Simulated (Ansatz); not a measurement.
Runs of Ansatz 0.2.0 on Zr. It takes space group P6_3/mmc (No. 194, hexagonal). Conventional cell: a = 3.232 Å, b = 3.232 Å, c = 5.147 Å, α = 90.00°, β = 90.00°, γ = 120.00°. Zr (site symmetry -6m2) is surrounded by 12 Zr at 3.18 to 3.23 Å. 

```tsv
task	level	potentials or basis	U	cell	cutoff (eV)	gap on the mesh (eV)	pressure (GPa)	relaxed volume (Å³/atom)
relaxation of cell and atoms	BLYP+D3(BJ)	all-electron LAPW, scalar-relativistic	-	relaxed	-	-	0.0	21.81
band structure	PBE	all-electron LAPW, scalar-relativistic	-	as given	174	-	0.5	-
band structure	BLYP	all-electron LAPW, scalar-relativistic	-	as given	174	-	3.6	-
relaxation of cell and atoms	BLYP+D4	all-electron LAPW, scalar-relativistic	-	relaxed	-	-	0.0	(a)
band structure	RPBE	all-electron LAPW, scalar-relativistic	-	as given	174	-	2.7	-
single point	PBEsol+U	all-electron LAPW, scalar-relativistic	Zr d U = 4 eV	as given	174	none	1.5	-
band structure	LDA	all-electron LAPW, scalar-relativistic	-	as given	174	-	-6.1	-
band structure	PBEsol	all-electron LAPW, non-relativistic	-	as given	175	-	-3.2	-
single point	PBEsol+U	all-electron LAPW, scalar-relativistic	Zr d U = 8 eV	as given	174	none	22.9	-
band structure	revPBE	all-electron LAPW, scalar-relativistic	-	as given	174	-	(b)	-
single point	PBEsol+U	all-electron LAPW, scalar-relativistic	Zr d U = 6 eV	as given	174	none	8.9	-
relaxation of cell and atoms	PBEsol	all-electron LAPW, scalar-relativistic	-	relaxed to 10 GPa	-	-	10.0	-
```

Alike in all rows: no spin polarisation; k mesh 9 × 9 × 5; smearing fermi-dirac 0.05 eV; basis error allowed 0.001 eV/atom.

Q: Estimate the missing entries.

A: (a) 23.51; (b) 2.1.

Caveats: U is the effective U less J, on atomic orbitals that reach past the spheres (some runs); U without spin polarisation on a metal has little footing (some runs); the U is typed as a test and isn't derived for this compound (some runs); relativity is left out, which matters for the heavier elements (some runs).

A k mesh can miss the band edges, and the runs leave out spin-orbit coupling on Zr.

A gap of «none» marks a metal or a gap under the smearing width.
